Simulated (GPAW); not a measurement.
A run of GPAW 26.7.0 is set up as follows.

run.py

```python
import numpy as np
from ase.dft.bandgap import bandgap
from ase.io import read, write
from ase.units import GPa
from gpaw import GPAW, PW
from gpaw.hybrids import NonSelfConsistentHybridXCCalculator
from gpaw.hybrids.energy import non_self_consistent_energy

atoms = read('Ir.cif')

calc = GPAW(mode=PW(500),
            xc='LDA',
            kpts={'size': (5, 5, 5), 'gamma': True},
            occupations={'name': 'fermi-dirac', 'width': 0.05},
            nbands=18,
            convergence={'density': 1e-05, 'energy': 1e-05, 'bands': 14, 'eigenstates': 1e-07},
            symmetry={'point_group': False},
            maxiter=150,
            txt='gpaw.txt')
atoms.calc = calc
energy = atoms.get_potential_energy()
forces = atoms.get_forces()
stress = atoms.get_stress()
calc.write('gs.gpw')
write('result.traj', atoms)
print(f'Energy: {energy:.6f} eV')
print('Forces (eV/A):')
print(forces.round(4))
print('Stress (GPa):', (stress / GPa).round(3))
print('Fermi level:', round(calc.get_fermi_level(), 4), 'eV')
print(f'Gap: {bandgap(calc)[0]:.4f} eV, direct: {bandgap(calc, direct=True)[0]:.4f} eV')

for xc in ['HSE06', 'YS-PBE0', 'PBE0']:
    e = non_self_consistent_energy(calc, xc).sum()
    print(f'{xc} energy on these orbitals: {e:.6f} eV')
    nsc = NonSelfConsistentHybridXCCalculator.from_dft_calculation(
        calc.dft, xc, log=f'levels-{xc}.txt')
    dft_skn, hyb_skn = nsc.calculate(calc.dft.ibzwfs, 0, 14)
    np.savetxt(f'levels-{xc}.dat', hyb_skn.reshape((-1, hyb_skn.shape[-1])), fmt='%.4f')
```

The input Ir.cif:

```cif
data_Ir
_cell_length_a 2.54238864
_cell_length_b 2.61055039
_cell_length_c 2.99490069
_cell_angle_alpha 58.27960747
_cell_angle_beta 61.38251345
_cell_angle_gamma 59.90141251
_space_group_name_H-M_alt 'P1'
_space_group_name_Hall 'P 1'
_space_group_IT_number 1
loop_
_space_group_symop_operation_xyz
'x,y,z'
loop_
_atom_site_label
_atom_site_type_symbol
_atom_site_symmetry_multiplicity
_atom_site_Wyckoff_symbol
_atom_site_fract_x
_atom_site_fract_y
_atom_site_fract_z
_atom_site_occupancy
Ir1 Ir 1 a 0.0000000000 0.0000000000 0.0000000000 1
```

Potentials or basis: the program's PAW data sets (release 1.2.1) made for this functional, pw.

The run is started by

```console
$ OMP_NUM_THREADS=1 python run.py
```

Question: Estimate the band gap on the k mesh.

Answer: None (metal or under the smearing width).

Question: What does it give for the pressure?

Answer: 8.5 GPa.

Stress tensor (GPa, compression positive):
```
 31.93  -4.55  -1.08
 -4.55  18.83  -3.02
 -1.08  -3.02 -25.20
```

Caveat: the k mesh is coarse (spacing up to 0.60 Å⁻¹), so the values aren't converged; the cutoff is short for stress and forces, so pressures can be off by a GPa or more; one-shot exact exchange on a metal's smeared states is rough. Spin-orbit coupling is left out, which matters for the levels of Ir.
